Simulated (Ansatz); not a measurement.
ScAl: pressure against volume

ScAl, Pm-3m, a = 3.369 Å. The structure is a Materials Project entry; whether it is the stable form wasn't checked. Ansatz: r2SCAN, PAW, 500 eV, Γ-centred 12×12×12 mesh on 2 atoms, Gaussian smearing 0.10 eV; no spin polarisation. Symmetry fixes shape and atoms, so the cell is only scaled; pressure is positive in compression.

| V (Å³/atom) | P (GPa) |
| --- | --- |
| 16.826 | 13.53 |
| 17.400 | 9.38 |
| 17.974 | 5.80 |
| 18.547 | 2.72 |
| 19.121 | 0.04 |
| 19.695 | -2.24 |
| 20.268 | -4.17 |
| 21.033 | ? |

Task: Take V0 = 19.121 Å³/atom, count pressures from its P0 = 0.04 GPa, fit the third-order Birch–Murnaghan form to the other rows, and predict the missing pressure.

Result: With the Eulerian strain f = ½[(V0/V)^(2/3) − 1] and y = (P − P0)/[3f(1 + 2f)^(5/2)], the form is the line y = B0 + 1.5 B0 (B0′ − 4) f. Rows (f, y): 0.04449, 81.7; 0.03245, 82.0; 0.02105, 82.3; 0.01026, 82.8; -0.00976, 81.8; -0.01905, 81.2. Means f = 0.01324, y = 81.967; Σ(Δf)² = 0.002987, ΣΔfΔy = 0.02102; the slope is their ratio. y = 81.87 + 7.036 f GPa, so B0 = 81.9 GPa and B0′ = 4 + 2 × (7.036)/(3 × 81.87) = 4.06. At V = 21.033, f = -0.03078, y = 81.65 and P = -6.39 GPa. The run gave -6.40 GPa, so the fit is 0.01 GPa too high, within the rms miss on the fitted rows (0.04 GPa). The form still works here, 22 % of the fitted range beyond its end.